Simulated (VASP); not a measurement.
Here is a VASP 6.6.1 calculation.

The input INCAR:

```
SYSTEM = AlN
PREC     = Accurate       ! precision mode
ENCUT    = 520            ! plane-wave cutoff, eV
EDIFF    = 1E-6           ! SCF threshold, eV
ISMEAR   = 0              ! smearing method
SIGMA    = 0.02           ! smearing width, eV
LREAL    = .False.        ! projectors in reciprocal space
LASPH    = .True.         ! aspherical terms in the spheres
NELM     = 60             ! most SCF steps
ALGO     = Normal         ! electronic algorithm
ISIF     = 2              ! what is computed and relaxed
LWAVE    = .False.        ! write WAVECAR
LCHARG   = .True.         ! write CHGCAR
LVHAR    = .True.       
KPAR     = 2
```

KPOINTS

```
Automatic mesh
0
Gamma
  9 6 6
  0 0 0
```

Contents of POSCAR:

```
AlN                                     
1.0
    3.3322999875      0.0000000000      0.0000000000
    0.0000000000      5.3983259798      0.0000000000
    0.0000000000      0.0000000000      5.1121096522
  Al              N             
     4     4
Direct
     0.0000000000000000    0.9984103544150990    0.3303077922089698
     0.5000000000000000    0.9984103544150990    0.8303077922089698
     0.5000000000000000    0.4984103544150989    0.1696922077910302
     0.0000000000000000    0.4984103544150989    0.6696922077910302
     0.0000000000000000    0.6235896455849009    0.3218933546399397
     0.5000000000000000    0.6235896455849009    0.8218933546399398
     0.5000000000000000    0.1235896455849010    0.1781066453600603
     0.0000000000000000    0.1235896455849010    0.6781066453600602
```

Potentials or basis: VASP PAW LDA potentials, release 64 (Al, N).

The run is started by

```sh
$ cat potpaw_LDA.64/Al/POTCAR potpaw_LDA.64/N/POTCAR > POTCAR
$ mpirun -np 2 vasp_std > vasp.out
```

Estimate the band gap on the k mesh.

2.81 eV.

Estimate the pressure.

-19.0 GPa.

What does it give for the largest force?

0.005 eV/Å.

Stress tensor (GPa, compression positive):
```
-25.28   0.00   0.00
  0.00 -31.97   0.00
  0.00   0.00   0.14
```

Caveat: so large a pressure means that the cell lies far from this level's equilibrium, or that cutoff or potentials fall short; an odd mesh through Γ misses points on the zone boundary, where band edges often lie. As with any semilocal functional, this LDA gap is likely too small.
